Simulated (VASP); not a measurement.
# CdSe: band structure with PBE

CdSe:

```
CELL_PARAMETERS angstrom
0.00000 3.04621 3.04621
3.04621 0.00000 3.04621
3.04621 3.04621 0.00000
ATOMIC_POSITIONS crystal
Cd 0.00000 0.00000 0.00000
Se 0.75000 0.75000 0.75000
```

Measurements of this composition are mostly on another form, of space group No. 186.

| Quantity | Value |
| --- | --- |
| Program | VASP 6.6.1 |
| Task | band structure |
| Functional | PBE |
| Potentials or basis | VASP PAW PBE potentials, release 64 (Cd, Se) |
| Cutoff | 520 eV |
| k mesh | 6 × 6 × 6 |
| Occupations | gaussian, width 0.03 eV |
| Spin | no spin polarisation |
| Grid for exact exchange (PRECFOCK) | Fast |
| Further INCAR settings | ALGO = Normal; EDIFF = 1e-07 |

```
Pressure                : 2.9 GPa
Band gap on the k mesh  : 0.60 eV, direct
Band gap along the path : 0.60 eV, direct
```

Levels at points of the mesh, in eV from the valence-band top:
```
           k point  band 6  band 7  band 8  band 9  band 10  band 11  band 12  band 13
(0.00, 0.00, 0.00)   -7.55    0.00    0.00    0.00     0.60     5.93     5.93     5.93
(0.50, 0.00, 0.00)   -7.26   -4.36   -0.74   -0.74     2.39     6.44     6.44     7.41
(0.50, 0.50, 0.00)   -7.20   -4.06   -1.84   -1.84     3.15     3.75     9.09    10.19
```

Wall time 2.6 s on 8 MPI ranks on AMD EPYC 9R45 96-Core Processor (Zen 5), on a shared host, peak memory 0.17 GiB a rank.
